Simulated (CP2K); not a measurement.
# Moving the dispersion correction in WS2

Space group P6_3/mmc (No. 194). a = 3.180 Å, b = 3.180 Å, c = 12.500 Å, α = 90.00°, β = 90.00°, γ = 120.00°
| atom | site | symmetry | x | y | z |
| --- | --- | --- | --- | --- | --- |
| W | 2c | -6m2 | 0.6667 | 0.3333 | 0.7500 |
| S | 4f | 3m. | 0.6667 | 0.3333 | 0.3750 |

Kept alike: task single point; functional PBEsol; k mesh 10 × 10 × 3; occupations fermi-dirac, width 0.05 eV; no spin polarisation. Program: CP2K, POTENTIAL_UZH W GTH-PBE-q14, S GTH-PBE-q6; DZVP-MOLOPT-PBE-GTH basis. The mesh is that of the run's cell of 6 atoms. No spin-orbit coupling.

```csv
dispersion correction,pressure (GPa)
D3(zero),-3.61
D3(BJ),-5.31
D3(BJ)+ATM,-4.83
D4,-4.02
none,-1.93
rVV10,-2.34
```

Pressure is positive in compression. All rows use potentials made for PBE.

What does the dispersion correction change here?

The pressure runs from -5.31 (D3(BJ)) to -1.93 GPa (none). Dispersion terms mostly attract, so at fixed cell they lower the pressure.
